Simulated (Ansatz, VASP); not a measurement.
**Mg3Se in VASP and in Ansatz**

```
Mg Se
1.0
     4.96460    0.00000    0.00000
     0.00000    4.96460    0.00000
     0.00000    0.00000    4.28717
Mg Se
3 1
Direct
  0.00000 0.50000 0.00000
  0.50000 0.00000 0.00000
  0.50000 0.50000 0.50000
  0.00000 0.00000 0.50000
```

Change from the starting cell: species swapped into the YMg3 type (P4/mmm, No. 123).

Alike in both runs: task single point; functional PBE; k mesh 4 × 4 × 4; occupations gaussian, width 0.1 eV; no spin polarisation.

|  | VASP | Ansatz |
| --- | --- | --- |
| version | VASP 6.6.1 | Ansatz 0.2.0 |
| potentials or method | VASP PAW PBE potentials, release 64 (Mg, Se) | scalar-relativistic, plane waves, PAW |
| plane-wave cutoff (eV) | 520 | 420 |
| valence electrons in the cell | 12 | 46 |

|  | VASP | Ansatz | Ansatz less VASP |
| --- | --- | --- | --- |
| gap on the k mesh at the Fermi level (eV) | none | none | - |
| pressure (GPa) | -5.1 | -5.0 | +0.09 |
| largest component of the traceless stress (GPa) | 1.37 | 1.36 | -0.009 |

A gap of «none» marks a metal or a gap that the smearing closes. The two sets of potentials don't hold the same shells in valence.

Caveats: the k mesh is coarse (spacing up to 0.37 Å⁻¹), so the values aren't converged.
